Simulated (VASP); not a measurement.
# MgB2 (P6/mmm) in VASP: band structure with PBE

Aim: the band structure of MgB2 with PBE.

All numbers are computed with VASP 6.6.1; they aren't measurements. Logs are shortened: lines on timing, memory, paths and dates and some standing lists are left out, and cuts for length are marked.

### 1 The structure

It takes space group P6/mmm (No. 191, hexagonal). Conventional cell: a = 3.074 Å, b = 3.074 Å, c = 3.522 Å, α = 90.00°, β = 90.00°, γ = 120.00°. Mg (site symmetry 6/mmm) has 12 B at 2.50 Å as nearest neighbours. B (site symmetry -6m2) is surrounded by 3 B at 1.77 Å.

### 2 Band structure, PBE

The input, POSCAR:

```
MgB2                                    
1.0
    3.0736071209      0.0000000000      0.0000000000
   -1.5368035604      2.6618218473      0.0000000000
    0.0000000000      0.0000000000      3.5223497457
  Mg              B             
     1     2
Direct
     0.0000000000000000    0.0000000000000000    0.0000000000000000
     0.3333333300000021    0.6666666699999979    0.5000000000000000
     0.6666666699999979    0.3333333300000021    0.5000000000000000
```

The input, INCAR.step1:

```
SYSTEM = MgB2
PREC     = Accurate       ! precision mode
ENCUT    = 520            ! plane-wave cutoff, eV
EDIFF    = 1E-7           ! SCF threshold, eV
ISMEAR   = 0              ! smearing method
SIGMA    = 0.02           ! smearing width, eV
LREAL    = .FALSE.        ! projectors in reciprocal space
LASPH    = .TRUE.         ! aspherical terms in the spheres
NELM     = 60             ! most SCF steps
ALGO     = Normal         ! electronic algorithm
ISIF     = 2              ! what is computed and relaxed
LWAVE    = .FALSE.        ! write WAVECAR
LCHARG   = .TRUE.         ! write CHGCAR
GGA      = PE             ! functional
NBANDS   = 11             ! bands
```

The input, KPOINTS.step1:

```
regular mesh
0
G
  9 9 6
  0 0 0
```

The input, INCAR.step2:

```
SYSTEM = MgB2
PREC     = Accurate       ! precision mode
ENCUT    = 520            ! plane-wave cutoff, eV
EDIFF    = 1E-7           ! SCF threshold, eV
ISMEAR   = 0              ! smearing method
SIGMA    = 0.05           ! smearing width, eV
LREAL    = .FALSE.        ! projectors in reciprocal space
LASPH    = .TRUE.         ! aspherical terms in the spheres
NELM     = 60             ! most SCF steps
ALGO     = Normal         ! electronic algorithm
ISIF     = 2              ! what is computed and relaxed
LWAVE    = .FALSE.        ! write WAVECAR
LCHARG   = .FALSE.        ! write CHGCAR
GGA      = PE             ! functional
NBANDS   = 11             ! bands
ICHARG   = 11             ! starting density
```

The input, KPOINTS.step2:

```
path GMKGALHA,LM,KH
20
line-mode
reciprocal
 0.0000000000  0.0000000000  0.0000000000  G
 0.5000000000  0.0000000000  0.0000000000  M

 0.5000000000  0.0000000000  0.0000000000  M
 0.3333333333  0.3333333333  0.0000000000  K

 0.3333333333  0.3333333333  0.0000000000  K
 0.0000000000  0.0000000000  0.0000000000  G

 0.0000000000  0.0000000000  0.0000000000  G
 0.0000000000  0.0000000000  0.5000000000  A

 0.0000000000  0.0000000000  0.5000000000  A
 0.5000000000  0.0000000000  0.5000000000  L

 0.5000000000  0.0000000000  0.5000000000  L
 0.3333333333  0.3333333333  0.5000000000  H

 0.3333333333  0.3333333333  0.5000000000  H
 0.0000000000  0.0000000000  0.5000000000  A

 0.5000000000  0.0000000000  0.5000000000  L
 0.5000000000  0.0000000000  0.0000000000  M

 0.3333333333  0.3333333333  0.0000000000  K
 0.3333333333  0.3333333333  0.5000000000  H
```

Potentials or basis: VASP PAW PBE potentials, release 64 (Mg, B).

The run is started by

```bash
$ cat potpaw_PBE.64/Mg/POTCAR potpaw_PBE.64/B/POTCAR > POTCAR
$ cp INCAR.step1 INCAR
$ cp KPOINTS.step1 KPOINTS
$ mpirun -np 1 vasp_std > vasp.out
$ cp INCAR.step2 INCAR
$ cp KPOINTS.step2 KPOINTS
$ mpirun -np 1 vasp_std > vasp.out
```

OUTCAR:

```text
SYSTEM = MgB2
   PREC = Accurate
   ENCUT = 520
   EDIFF = 1E-7
   ISMEAR = 0
   LREAL = .FALSE.
   LASPH = .TRUE.
   NELM = 60
   ISIF = 2
   GGA = PE
   ICHARG = 11

 ion  position               nearest neighbor table
   1  0.000  0.000  0.000-   2 2.50   3 2.50   2 2.50   3 2.50   2 2.50   2 2.50   3 2.50   3 2.50
                             3 2.50   3 2.50   2 2.50   2 2.50
   2  0.333  0.667  0.500-   3 1.77   3 1.77   3 1.77   1 2.50   1 2.50   1 2.50   1 2.50   1 2.50
                             1 2.50
   3  0.667  0.333  0.500-   2 1.77   2 1.77   2 1.77   1 2.50   1 2.50   1 2.50   1 2.50   1 2.50
                             1 2.50

  LATTYP: Found a hexagonal cell.
 ALAT       =     3.0736071209
 C/A-ratio  =     1.1459986938

  Lattice vectors:

 A1 = (   3.0736071209,   0.0000000000,   0.0000000000)
 A2 = (  -1.5368035604,   2.6618218473,   0.0000000000)
 A3 = (   0.0000000000,   0.0000000000,   3.5223497457)

Analysis of symmetry for initial positions (statically):
=====================================================================
 Subroutine PRICEL returns:
 Original cell was already a primitive cell.

 Routine SETGRP: Setting up the symmetry group for a
 hexagonal supercell.

 Subroutine GETGRP returns: Found 24 space group operations
 (whereof 24 operations were pure point group operations)
 out of a pool of 24 trial point group operations.

The static configuration has the point symmetry D_6h.

Analysis of symmetry for dynamics (positions and initial velocities):
=====================================================================
 Subroutine PRICEL returns:
 Original cell was already a primitive cell.

 Routine SETGRP: Setting up the symmetry group for a
 hexagonal supercell.

 Subroutine GETGRP returns: Found 24 space group operations
 (whereof 24 operations were pure point group operations)
 out of a pool of 24 trial point group operations.

The dynamic configuration has the point symmetry D_6h.

 Subroutine INISYM returns: Found 24 space group operations
 (whereof 24 operations are pure point group operations),
 and found     1 'primitive' translations

----------------------------------------------------------------------------------------

                                     Primitive cell

  volume of cell :      28.8177

  direct lattice vectors                    reciprocal lattice vectors
     3.073607121  0.000000000  0.000000000     0.325350626  0.187841271  0.000000000
    -1.536803560  2.661821847  0.000000000     0.000000000  0.375682543  0.000000000
     0.000000000  0.000000000  3.522349746     0.000000000  0.000000000  0.283901393

  length of vectors
     3.073607121  3.073607120  3.522349746     0.375682543  0.375682543  0.283901393

  position of ions in fractional coordinates (direct lattice)
     0.000000000  0.000000000  0.000000000
     0.333333330  0.666666670  0.500000000
     0.666666670  0.333333330  0.500000000

  ion indices of the primitive-cell ions
   primitive index   ion index
                 1           1
                 2           2
                 3           3

----------------------------------------------------------------------------------------

 KPOINTS: path GMKGALHA,LM,KH

Interpolating k-points between supplied coordinates.

 Line segments in fractional coordinates (reciprocal lattice):
    0.000000  0.000000  0.000000  ...  0.500000  0.000000  0.000000
    0.500000  0.000000  0.000000  ...  0.333333  0.333333  0.000000
    0.333333  0.333333  0.000000  ...  0.000000  0.000000  0.000000
    0.000000  0.000000  0.000000  ...  0.000000  0.000000  0.500000
    0.000000  0.000000  0.500000  ...  0.500000  0.000000  0.500000
    0.500000  0.000000  0.500000  ...  0.333333  0.333333  0.500000
    0.333333  0.333333  0.500000  ...  0.000000  0.000000  0.500000
    0.500000  0.000000  0.500000  ...  0.500000  0.000000  0.000000
    0.333333  0.333333  0.000000  ...  0.333333  0.333333  0.500000

 Generated    20 points on each line segment, for a total of    180 k-points:

 Following reciprocal coordinates:
            Coordinates               Weight
  0.000000  0.000000  0.000000      0.005556
  0.026316  0.000000  0.000000      0.005556
  0.052632  0.000000  0.000000      0.005556
  0.078947  0.000000  0.000000      0.005556
  0.105263  0.000000  0.000000      0.005556
  0.131579  0.000000  0.000000      0.005556
[... 16 lines left out ...]
  0.482456  0.035088  0.000000      0.005556
  0.473684  0.052632  0.000000      0.005556
 [... further k-points ...]
   k-points           NKPTS =    180   k-points in BZ     NKDIM =    180   number of bands    NBANDS=     11
   number of dos      NEDOS =    301   number of ions     NIONS =      3
   total plane-waves  NPLWV =  16128
   dimension x,y,z NGX =    24 NGY =   24 NGZ =   28
   dimension x,y,z NGXF=    48 NGYF=   48 NGZF=   56
   ions per type =               1   2
   NGX,Y,Z   is equivalent  to a cutoff of  12.98, 12.98, 13.22 a.u.
   NGXF,Y,Z  is equivalent  to a cutoff of  25.96, 25.96, 26.43 a.u.
 SYSTEM =  MgB2
   PREC   = accura    normal or accurate (medium, high low for compatibility)
   ISTART =      0    job   : 0-new  1-cont  2-samecut
   ICHARG =     11    charge: 1-file 2-atom 10-const
   ISPIN  =      1    spin polarized calculation?
   LNONCOLLINEAR =      F non collinear calculations
   LSORBIT =      F    spin-orbit coupling
   LASPH  =      T    aspherical Exc in radial PAW
   ENCUT  =  520.0 eV  38.22 Ry    6.18 a.u.   5.71  5.71  6.55*2*pi/ulx,y,z
   NELM   =     60;   NELMIN=  2; NELMDL=  0     # of ELM steps
   EDIFF  = 0.1E-06   stopping-criterion for ELM
   LREAL  =      F    real-space projection
[... 7 lines left out ...]
   TEBEG  =    0.0;   TEEND  =   0.0 temperature during run
   PSTRESS=    0.0 pullay stress
   NELECT =       8.0000    total number of electrons
   NUPDOWN=      -1.0000    fix difference up-down
   EMIN   =  10.00;   EMAX   =-10.00  energy-range for DOS
   EFERMI =   0.00;   METHOD = LEGACY
   ISMEAR =     0;   SIGMA  =   0.05  broadening in eV -4-tet -1-fermi 0-gaus
   EFERMI_NEDOS =   21; number of points for ismear=-14 and -15
   IALGO  =     38    algorithm
   IMIX   =      4    mixing-type and parameters
     AMIX     =   0.40;   BMIX     =  1.00
     AMIX_MAG =   1.60;   BMIX_MAG =  1.00
  volume/ion in A,a.u.               =       9.61        64.82
  Fermi-wavevector in a.u.,A,eV,Ry     =   1.067952  2.018136 15.517724  1.140521
  Thomas-Fermi vector in A             =   2.203584
   LORBIT       =      0    0 simple, 1 ext, 2 COOP (PROOUT), +10 PAW based schemes
   GGA     = PE    functional components
   LHFCALC =     F    Hartree Fock is set to
   AEXX    =    0.0000 exact exchange contribution
   IVDW    =     0    specifies the selected vdW correction
   LEPSILON=     F    determine dielectric tensor
   LRPA    =     F    only Hartree local field effects (RPA)
 non-spin polarized calculation
 Gauss-broadening in eV      SIGMA  =   0.05
  energy-cutoff  :      520.00
  volume of cell :       28.82
 maximum number of plane-waves:       792
 NGX is ok and might be reduce to    24

 number of electron       8.0000000 magnetization

 Free energy of the ion-electron system (eV)
  ---------------------------------------------------
  ext. energy  EPLUGINS =         0.00000000
  ---------------------------------------------------
  free energy    TOTEN  =       -14.46476718 eV

  energy without entropy =      -14.46308964  energy(sigma->0) =      -14.46392841

 E-fermi :   5.8175     XC(G=0): -10.9421

 val. band max:        5.8109454953   @ k =   0.0526   0.0000   0.5000
 cond. band min:       5.8353645163   @ k =   0.0000   0.0000   0.2368
 fundamental gap:      0.0244190210
 Fermi energy:         5.8174540423

 k-point     1 :       0.0000    0.0000    0.0000
  band No.  band energies     occupation
      1      -7.1595      2.00000
      2       2.3239      2.00000
      3       5.6731      1.99996
      4       5.6732      1.99996
      5       6.9385      0.00000
      6      11.6649      0.00000
      7      11.6649      0.00000
      8      13.5211      0.00000
      9      15.3200      0.00000
     10      18.0829      0.00000
     11      21.5288      0.00000

 k-point     2 :       0.0263    0.0000    0.0000
  band No.  band energies     occupation
      1      -7.1474      2.00000
      2       2.3357      2.00000
      3       5.6076      2.00000
      4       5.6421      2.00000
      5       6.9490      0.00000
      6      11.6608      0.00000
      7      11.7205      0.00000
      8      13.5459      0.00000
      9      15.2754      0.00000
     10      18.1463      0.00000
     11      21.4633      0.00000

 k-point     3 :       0.0526    0.0000    0.0000
  band No.  band energies     occupation
      1      -7.1111      2.00000
      2       2.3712      2.00000
      3       5.4173      2.00000
      4       5.5526      2.00000
      5       6.9811      0.00000
      6      11.6414      0.00000
      7      11.8836      0.00000
      8      13.6235      0.00000
      9      15.1434      0.00000
     10      18.3320      0.00000
     11      21.2766      0.00000

 k-point     4 :       0.0789    0.0000    0.0000
  band No.  band energies     occupation
      1      -7.0507      2.00000
      2       2.4303      2.00000
      3       5.1193      2.00000
      4       5.4143      2.00000
      5       7.0360      0.00000
      6      11.5925      0.00000
      7      12.1442      0.00000
      8      13.7568      0.00000
      9      14.9288      0.00000
     10      18.6281      0.00000
     11      21.0344      0.00000
[... 239 lines left out ...]
 k-point    22 :       0.4912    0.0175    0.0000
  band No.  band energies     occupation
      1      -3.2469      2.00000
      2      -2.5492      2.00000
      3       3.0962      2.00000
      4       5.5027      2.00000
      5       8.3808      0.00000
      6       9.2541      0.00000
      7      10.6386      0.00000
      8      12.4533      0.00000
      9      17.8361      0.00000
     10      18.9963      0.00000
     11      19.5860      0.00000

 k-point    23 :       0.4825    0.0351    0.0000
  band No.  band energies     occupation
      1      -3.2363      2.00000
      2      -2.5383      2.00000
      3       3.0182      2.00000
      4       5.5161      2.00000
      5       8.3752      0.00000
      6       9.3386      0.00000
      7      10.6461      0.00000
      8      12.4700      0.00000
      9      17.5883      0.00000
     10      18.9202      0.00000
     11      19.8746      0.00000

 k-point    24 :       0.4737    0.0526    0.0000
  band No.  band energies     occupation
      1      -3.2185      2.00000
      2      -2.5202      2.00000
      3       2.8934      2.00000
      4       5.5384      2.00000
      5       8.3657      0.00000
      6       9.4733      0.00000
      7      10.6585      0.00000
      8      12.4984      0.00000
      9      17.2795      0.00000
     10      18.8001      0.00000
     11      20.2395      0.00000

 [... further k-points ...]
[... 5 lines left out ...]
  --------------------------------------------------------------------------------------
  -------------------------------------------------------------------------------------
  Total        0.6222267      0.6222267     -1.5006782      0.0000000     -0.0000000      0.0000000
  in kB       34.5938931     34.5938931    -83.4330931      0.0000000     -0.0000000      0.0000000
  external PRESSURE =      -4.7484357 kB  Pullay stress =       0.0000000 kB

 VOLUME and BASIS-vectors are now :
 -----------------------------------------------------------------------------
  energy-cutoff  :      520.00
  volume of cell :       28.82
      direct lattice vectors                 reciprocal lattice vectors
     3.073607121  0.000000000  0.000000000     0.325350626  0.187841271  0.000000000
    -1.536803560  2.661821847  0.000000000     0.000000000  0.375682543  0.000000000
     0.000000000  0.000000000  3.522349746     0.000000000  0.000000000  0.283901393

 POSITION                                       TOTAL-FORCE (eV/Angst)
 -----------------------------------------------------------------------------------
      0.00000      0.00000      0.00000        -0.000000      0.000000      0.000000
     -0.00000      1.77455      1.76117         0.000000     -0.000000      0.000000
      1.53680      0.88727      1.76117        -0.000000      0.000000     -0.000000
 -----------------------------------------------------------------------------------
    total drift:                                0.000000      0.000000      0.000000

  FREE ENERGIE OF THE ION-ELECTRON SYSTEM (eV)
  ---------------------------------------------------
  free  energy   TOTEN  =       -14.4647671828 eV

  energy  without entropy=      -14.4630896354  energy(sigma->0) =      -14.46392841
```

It took 14 s on 1 thread of Intel Xeon 6975P-C (Granite Rapids), shared host; peak memory 0.18 GiB.

What came out:

| Quantity | Value |
| --- | --- |
| Band gap along the path | none (metal or under the smearing width) |

Levels at the corners of the path, in eV from the Fermi level:
| point | band 2 | band 3 | band 4 | band 5 | band 6 | band 7 |
| --- | --- | --- | --- | --- | --- | --- |
| Γ | -2.91 | 0.44 | 0.44 | 1.70 | 6.43 | 6.43 |
| M | -7.79 | -2.11 | 0.26 | 3.15 | 3.99 | 5.40 |
| M | -7.79 | -2.11 | 0.26 | 3.15 | 3.99 | 5.40 |
| K | -7.21 | -5.81 | 1.86 | 1.86 | 6.25 | 6.25 |
| K | -7.21 | -5.81 | 1.86 | 1.86 | 6.25 | 6.25 |
| Γ | -2.91 | 0.44 | 0.44 | 1.70 | 6.43 | 6.43 |
| Γ | -2.91 | 0.44 | 0.44 | 1.70 | 6.43 | 6.43 |
| A | -7.38 | 0.81 | 0.81 | 6.75 | 6.75 | 8.11 |
| A | -7.38 | 0.81 | 0.81 | 6.75 | 6.75 | 8.11 |
| L | -6.89 | -3.49 | -1.83 | -1.21 | 5.83 | 8.93 |
| L | -6.89 | -3.49 | -1.83 | -1.21 | 5.83 | 8.93 |
| H | -6.32 | -5.15 | -1.93 | -1.93 | 3.69 | 11.77 |
| H | -6.32 | -5.15 | -1.93 | -1.93 | 3.69 | 11.77 |
| A | -7.38 | 0.81 | 0.81 | 6.75 | 6.75 | 8.11 |
| L | -6.89 | -3.49 | -1.83 | -1.21 | 5.83 | 8.93 |
| M | -7.79 | -2.11 | 0.26 | 3.15 | 3.99 | 5.40 |
| K | -7.21 | -5.81 | 1.86 | 1.86 | 6.25 | 6.25 |
| H | -6.32 | -5.15 | -1.93 | -1.93 | 3.69 | 11.77 |

Caveat: the log is that of the step along the path at fixed density, whose energy, stress, charges and moments have no meaning.
